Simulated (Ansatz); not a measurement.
**Ionic part of the dielectric constant of AlN at 25 GPa, mode by mode**

Computed with Ansatz 0.2.0, DFT PBE, scalar-relativistic, plane waves, PAW. Cutoff 420 eV, 10×10×10 k-points (Γ-centred), fixed occupations. No spin polarisation. Phonons by linear response, acoustic sum rule imposed.

Symmetry: F-43m, No. 216, cubic system. Conventional cell: a = 4.251 Å, b = 4.251 Å, c = 4.251 Å, α = 90.00°, β = 90.00°, γ = 90.00°. Al (site symmetry -43m) is surrounded by 4 N at 1.84 Å. Around N (site symmetry -43m) lie 4 Al at 1.84 Å.

Other phases may be more stable at this pressure.

The primitive cell has V = 19.20 Å³ and ε∞,zz = 4.450. Each polar mode adds Δε = (4.92064×10⁷/V)·S/ν² along z, with S its oscillator strength in e²/amu, ν in cm⁻¹ and V in Å³.

Q: From these modes, find each Δε and ε0,zz.
| ν (cm⁻¹) | S_zz (e²/amu) |
| --- | --- |
| 736.4 | 0.6979 |

A:
```
ν (cm⁻¹)    Δε
   736.4  3.30
```

The sum is 3.298, so ε0,zz = 7.75; the run's tensor has 7.75.

Q: Where do the longitudinal modes lie for a wave vector along z?

A: At 972 cm⁻¹. The Lyddane–Sachs–Teller product Π(ν_LO/ν_TO)² = 1.74 matches ε0/ε∞ = 1.74.

This zinc-blende form isn't the usual stable structure of the compound at low pressure.

Cost: 1 run of about 0.83 core-minutes, on Intel Xeon Processor @ 2.50GHz (Skylake/Cascade Lake) (shared hosts).